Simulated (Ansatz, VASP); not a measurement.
**PbS in VASP and in Ansatz**

POSCAR

```
PbS
1.0
    0.0000000000      3.2676320086      3.2676320086
    3.2676320086      0.0000000000      3.2676320086
    3.2676320086      3.2676320086      0.0000000000
Pb S
1 1
Direct
    0.0000000000      0.0000000000      0.0000000000
    0.2500000000      0.2500000000      0.2500000000
```

Contents of INCAR.step1:

```
PREC = Accurate
ENCUT = 520
ISMEAR = 0
SIGMA = 0.01
LREAL = False
LASPH = True
NELM = 100
NBANDS = 17
GGA = PE
ALGO = Normal
EDIFF = 1E-4
LWAVE = True
LCHARG = False
```

The input INCAR.step2:

```
PREC = Accurate
ENCUT = 520
EDIFF = 1E-6
ISMEAR = 0
SIGMA = 0.01
LREAL = False
LASPH = True
NELM = 100
ALGO = Normal
ISIF = 2
LWAVE = False
LCHARG = False
METAGGA = R2SCAN
LMIXTAU = True
NBANDS = 17
ISTART = 1
```

Contents of KPOINTS:

```
Automatic mesh
0
Gamma
  6 6 6
```

Input for Ansatz:

```yaml
crystal:
  lattice:
    - [0.0, 3.2676320086, 3.2676320086]
    - [3.2676320086, 0.0, 3.2676320086]
    - [3.2676320086, 3.2676320086, 0.0]
  atoms:
    - { symbol: Pb, position: [0.0, 0.0, 0.0] }
    - { symbol: S, position: [0.25, 0.25, 0.25] }
kpoints:
  mp_grid: { grid: [6, 6, 6] }
hamiltonian:
  xc: r2scan
scf:
  occupations: { method: fixed }
  n_extra_bands: 4
output:
  forces: true
  stress: true
  eigenvalues: true
```

Alike in both runs: task single point; functional r2SCAN; k mesh 6 × 6 × 6; no spin polarisation.

|  | VASP | Ansatz |
| --- | --- | --- |
| version | VASP 6.6.1 | Ansatz 0.2.0 |
| potentials or method | VASP PAW PBE potentials, release 64 (Pb_d, S) | plane waves, PAW |
| plane-wave cutoff (eV) | 520 | 500 |
| occupations | gaussian, width 0.01 eV | fixed |
| valence electrons in the cell | 20 | 20 |

|  | VASP | Ansatz | Ansatz less VASP |
| --- | --- | --- | --- |
| gap on the k mesh at the Fermi level (eV) | 1.00 | 1.00 | 0.000 |
| pressure (GPa) | 1.2 | 1.2 | 0.00 |

Caveats: the PAW data sets were made with another functional, which shifts forces and pressure a little (VASP); spin-orbit coupling is left out, which as a rule narrows the gap of such compounds by several tenths of an eV. A k mesh can miss the band edges.
